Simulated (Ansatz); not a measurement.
CdF2:

```xyz
3
Lattice="0.0000 2.6940 2.6940 2.6940 0.0000 2.6940 2.6940 2.6940 0.0000" Properties=species:S:1:pos:R:3 pbc="T T T"
Cd    0.0000    0.0000    0.0000
F     4.0410    4.0410    4.0410
F     1.3470    1.3470    1.3470
```

Base run:

* Program: Ansatz 0.2.0
* Functional: RPBE
* Potentials or basis: Ansatz PAW
* Cutoff: 420 eV (not typed: the program's choice for these potentials)
* k mesh: 5 × 5 × 5
* Occupations: fermi-dirac, width 0.05 eV
* Spin: no spin polarisation

Its results: band gap on the k mesh 3.39 eV, indirect (least direct gap 3.81 eV); pressure 10.3 GPa.

The run is repeated on the same cell with these changes: functional from RPBE to PBE. What comes out?

Band gap on the k mesh 3.18 eV, indirect (least direct gap 3.60 eV); pressure 5.5 GPa.

PBE binds more tightly than RPBE, so the same cell stands under less pressure.

Caveats: the k mesh misses the band edges, so the gap on the mesh is wider than the one along the path; the PAW data sets come from PBE, with cores solved anew for the run's functional, which leaves a small shift of forces and pressure (some runs).
